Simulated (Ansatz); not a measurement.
**H on Pt (111)**

The task, for Pt: prepare the clean (111) slab, then find where and how strongly H adsorbs.

Computed with Ansatz 0.2.0 (DFT PBE, scalar-relativistic, plane waves, PAW, unless a step's input says otherwise).

### 1 The starting structure

Symmetry: Fm-3m, No. 225, cubic system. Conventional cell: a = 3.970 Å, b = 3.970 Å, c = 3.970 Å, α = 90.00°, β = 90.00°, γ = 90.00°. Pt (site symmetry m-3m) has 12 Pt at 2.81 Å as nearest neighbours.

As a file:

```xyz
1
Lattice="0.0000 1.9851 1.9851 1.9851 0.0000 1.9851 1.9851 1.9851 0.0000" Properties=species:S:1:pos:R:3 pbc="T T T"
Pt    0.0000    0.0000    0.0000
```

It is the result of an earlier relaxation at this level (volume 15.64 Å³/atom; gap on the mesh: none (metal)).

### 2 Cutting the slab

Planes are indexed in the bulk's conventional cell (Fm-3m (No. 225)), a = 3.970 Å, b = 3.970 Å, c = 3.970 Å, α = 90.00°, β = 90.00°, γ = 90.00°.

A (111) slab, 6.9 Å thick as cut, with 17 Å of vacuum, in a 2×2 surface cell; its outer planes are Pt (top) and Pt (bottom).

The slab as cut. Layers, bottom to top:

| plane | atoms per cell | height over the lowest (Å) |
| --- | --- | --- |
| 1 | Pt4 | 0.00 |
| 2 | Pt4 | 2.29 |
| 3 | Pt4 | 4.58 |
| 4 | Pt4 | 6.88 |

### 3 The clean surface, relaxed

The input, input.yaml:

```yaml
crystal:
  lattice:
    - [5.6145890043, 0.0, 0.0]
    - [-2.8072945021, 4.8623767095, 0.0]
    - [0.0, 0.0, 23.876439088]
  atoms:
    - { symbol: Pt, position: [0.3333333333, 0.1666666667, 0.3559994842] }
    - { symbol: Pt, position: [0.3333333333, 0.6666666667, 0.3559994842] }
    - { symbol: Pt, position: [0.8333333333, 0.1666666667, 0.3559994842] }
    - { symbol: Pt, position: [0.8333333333, 0.6666666667, 0.3559994842] }
    - { symbol: Pt, position: [0.6666666667, 0.3333333333, 0.4519998281] }
    - { symbol: Pt, position: [0.6666666667, 0.8333333333, 0.4519998281] }
    - { symbol: Pt, position: [0.1666666667, 0.3333333333, 0.4519998281] }
    - { symbol: Pt, position: [0.1666666667, 0.8333333333, 0.4519998281] }
    - { symbol: Pt, position: [0.0, 0.5, 0.5480001719] }
    - { symbol: Pt, position: [0.0, 0.0, 0.5480001719] }
    - { symbol: Pt, position: [0.5, 0.5, 0.5480001719] }
    - { symbol: Pt, position: [0.5, 0.0, 0.5480001719] }
    - { symbol: Pt, position: [0.3333333333, 0.6666666667, 0.6440005158] }
    - { symbol: Pt, position: [0.3333333333, 0.1666666667, 0.6440005158] }
    - { symbol: Pt, position: [0.8333333333, 0.6666666667, 0.6440005158] }
    - { symbol: Pt, position: [0.8333333333, 0.1666666667, 0.6440005158] }
basis:
  ecutwfc: 420
kpoints:
  mp_grid: { grid: [6, 6, 1] }
hamiltonian:
  xc: pbe
scf:
  occupations: { method: gaussian, width: 0.1 }
output:
  forces: true
  eigenvalues: true
  write_density: true
  write_potential: true
  elf: true
  volumetric_format: npy
relax:
  adjacent_minimum: "off"
  f_tol: 0.03
  max_steps: 70
  constraints: [{ sites: [0, 1, 2, 3, 4, 5, 6, 7] }]
efield:
  axis: 3
  dipole_correction: true
```

Started as:

```bash
ansatz run input.yaml --threads 4 --pin off --max-ram 10240MiB --backend cpu --events-out ev --progress --plain --runs-dir out
```

Further runs follow: start: H, top (Pt); H at the hollow (nearest Pt) site; H put at a bridge (Pt-Pt) site.

Before running it: what results should come out? Wanted: clean slab: work function; H: lowest end.

**Answer**, as computed:

| quantity | value |
| --- | --- |
| clean slab: work function | 5.72 eV |
| H: lowest end | E_ads -2.73 eV, from the bridge (Pt-Pt) start, 3 bonded, 0.85 Å high |

In words: H binds with 2.73 eV at best, a strong chemical bond when counted from the free atom, not from the element's molecule or solid; the ends span 0.05 eV. On the way to the lowest end the anchoring atom slid 0.8 Å from where it was put. The slab runs have no spin polarisation, while the free adsorbate has its spin; a moment that survived on the surface would lower E_ads. A start on a symmetric site keeps its symmetry, so an end may be a saddle point and not a minimum. Spin-orbit coupling is left out for Pt.
